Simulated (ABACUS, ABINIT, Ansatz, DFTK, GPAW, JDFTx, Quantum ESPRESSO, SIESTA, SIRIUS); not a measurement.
# LiCl: programs and potentials compared

```
Cl Li
1.0
     0.00000    2.56477    2.56477
     2.56477    0.00000    2.56477
     2.56477    2.56477    0.00000
Cl Li
1 1
Direct
  0.50000 0.50000 0.50000
  0.00000 0.00000 0.00000
```

Alike in all runs: task single point; functional PBE; k mesh 9 × 9 × 9; occupations fermi-dirac, width 0.05 eV; no spin polarisation; no spin-orbit coupling. Pressure is positive in compression and, in plane waves, holds the error of the finite cutoff, which Ansatz's Pulay term estimates and takes out.

```
                                                                                   program and potentials  plane-wave cutoff (eV)                                                 notes  pressure (GPa)
SIESTA, files PseudoDojo sr-pbe-0.4.1-standard, DZP (energy shift 0.003 Ry; two zetas on semicore shells)                       -  atomic basis; 5 valence electrons an atom on average            0.75
                                                             DFTK, PseudoDojo SR PBE 0.4.1 standard (PBE)                    1007                5 valence electrons an atom on average            0.39
                                                                    JDFTx, PseudoDojo-SR-PBE-0.5-standard                    1007                5 valence electrons an atom on average            0.38
                                              SIRIUS, PseudoDojo 0.4.1 PBE standard (scalar relativistic)                    1030                5 valence electrons an atom on average            0.39
                                                           Ansatz, all-electron LAPW, scalar-relativistic                       -                                                     -            0.40
                                                                Quantum ESPRESSO, SSSP 1.3 efficiency PBE                     748                5 valence electrons an atom on average            0.37
                                                                                 ABINIT, JTH PAW PBE v2.0                     680                5 valence electrons an atom on average            0.37
                                                 ABACUS, PseudoDojo NC SR 0.4.1 PBE standard, plane waves                    1007                5 valence electrons an atom on average            0.39
                                                               GPAW, GPAW PAW data sets (gpaw-data 1.2.1)                     800                4 valence electrons an atom on average            0.51
                                                                    Ansatz, Ansatz PAW (earlier soft set)                     420                5 valence electrons an atom on average            0.40
```

The pressure spans 0.37 (Quantum ESPRESSO, SSSP 1.3 efficiency PBE) to 0.75 GPa (SIESTA, files PseudoDojo sr-pbe-0.4.1-standard, DZP (energy shift 0.003 Ry; two zetas on semicore shells)), with all-electron results at 0.40. Rows in atomic bases carry the error of their basis and grid, which can be large.

The functional is the same throughout but for its coding, so the spread measures potentials, basis and numerics; runs on potential files found faulty are left out.
